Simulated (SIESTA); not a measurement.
Mg in SIESTA: convergence with real-space mesh cutoff

Input of the first run (real-space mesh cutoff 100 Ry); the others differ in this setting and in those tied to it:

The input Mg.fdf:

```
SystemName                      Magnesium
SystemLabel                     Mg
NumberOfSpecies                 1
NumberOfAtoms                   2
%block ChemicalSpeciesLabel
  1  12 Mg
%endblock ChemicalSpeciesLabel

LatticeConstant                 1.0 Ang
%block LatticeVectors
     3.2093000000     0.0000000000     0.0000000000
    -1.6046500000     2.7793353284     0.0000000000
     0.0000000000     0.0000000000     5.2103000000
%endblock LatticeVectors
AtomicCoordinatesFormat         Fractional
%block AtomicCoordinatesAndAtomicSpecies
     0.6716710000     0.3385810000     0.7543150000  1  Mg
     0.3365900000     0.6809960000     0.2431600000  1  Mg
%endblock AtomicCoordinatesAndAtomicSpecies

%block kgrid.MonkhorstPack
    8   0   0  0.0
    0   8   0  0.0
    0   0   4  0.0
%endblock kgrid.MonkhorstPack
XC.Functional                   GGA
XC.Authors                      PBEsol
PAO.BasisSize                   DZP
PAO.EnergyShift                 0.002 Ry
Mesh.Cutoff                     100 Ry
OccupationFunction              FD
ElectronicTemperature           0.05 eV
MaxSCFIterations                120
SCF.MustConverge                false
SCF.Mixer.Method                Pulay
SCF.Mixer.Weight                0.25
SCF.Mixer.History               8
SCF.DM.Tolerance                5.0e-05
SCF.H.Tolerance                 1.0e-03 eV
WriteForces                     true
Charge.Mulliken                 end
```

Potentials or basis: PseudoDojo 0.4 standard (PBEsol files), DZP (energy shift 0.002 Ry).

The run is started by

```sh
$ siesta Mg.fdf > Mg.out 2>&1
```

The cell isn't the ideal one: atoms moved at random, drawn with an rms of 0.05 Å.

Hardware: 1 thread of Arm Neoverse V1 (shared host).

```
real-space mesh cutoff  energy less the tightest run, at zero smearing (meV/atom)  pressure (GPa)  SCF cycles  CPU time (s)  peak memory (GiB)
                100 Ry                                                    -208.26            3.26           7           1.9               0.12
                150 Ry                                                     -48.91            1.45           7           2.8               0.13
                200 Ry                                                     -39.84            1.34           6           2.9               0.13
                300 Ry                                                     -11.98            1.02           7             5               0.15
                400 Ry                                                      -4.82            0.93           7           7.1               0.16
                500 Ry                                                      -2.45            0.90           7           9.2               0.18
                700 Ry                                                      -0.73            0.88           7            16               0.23
                900 Ry                                                      -0.26            0.88           7            21               0.28
               1200 Ry                                                       0.00            0.87           7            32               0.36
```

Against the tightest run, the energy stays within 1 meV/atom from 700 Ry on; the pressure stays within 0.1 GPa from 400 Ry on. Values are those asked for, which the program may round to a finer grid. The tightest run that finished is the yardstick and may itself not be fully converged.

Caveat, for the tightest run too: semicore shells carry a single zeta, which can move pressures by several GPa and volumes by a few percent; the basis of atomic orbitals isn't converged, which shifts pressures, moduli and gaps.
